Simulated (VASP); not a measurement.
Input of a VASP 6.6.1 run:

The input INCAR:

```
SYSTEM = SiMo3
  PREC = Accurate
  ENCUT = 600
  EDIFF = 1E-6
  ISMEAR = 1
  SIGMA = 0.1
  LREAL = .FALSE.
  LASPH = .TRUE.
  NELM = 80
  ALGO = Normal
  ISIF = 3
  LWAVE = .FALSE.
  LCHARG = .FALSE.
  IBRION = 2
  NSW = 90
  EDIFFG = -0.01
  KPAR = 2
```

File KPOINTS:

```
regular mesh
0
G
  8 8 8
  0 0 0
```

The input POSCAR:

```
SiMo3
1.0
    4.8890000000      0.0000000000      0.0000000000
    0.0000000000      4.8890000000      0.0000000000
    0.0000000000      0.0000000000      4.8890000000
Si Mo
2 6
Direct
    0.0000000000      0.0000000000      0.0000000000
    0.5000000000      0.5000000000      0.5000000000
    0.2500000000      0.0000000000      0.5000000000
    0.5000000000      0.7500000000      0.0000000000
    0.7500000000      0.0000000000      0.5000000000
    0.5000000000      0.2500000000      0.0000000000
    0.0000000000      0.5000000000      0.7500000000
    0.0000000000      0.5000000000      0.2500000000
```

Potentials or basis: VASP PAW LDA potentials, release 64 (Si, Mo_sv).

Launch:

```sh
$ cat potpaw_LDA.64/Si/POTCAR potpaw_LDA.64/Mo_sv/POTCAR > POTCAR
$ mpirun -np 2 vasp_std > vasp.out
```

(1) Predict the relaxed volume.

(2) What does it give for the relaxed cell?

(3) Estimate the band gap on the k mesh.

Results:

(1) 14.18 Å³/atom.

(2) a = 4.841 Å, b = 4.841 Å, c = 4.841 Å, α = 90.00°, β = 90.00°, γ = 90.00°.

(3) none (metal or under the smearing width).
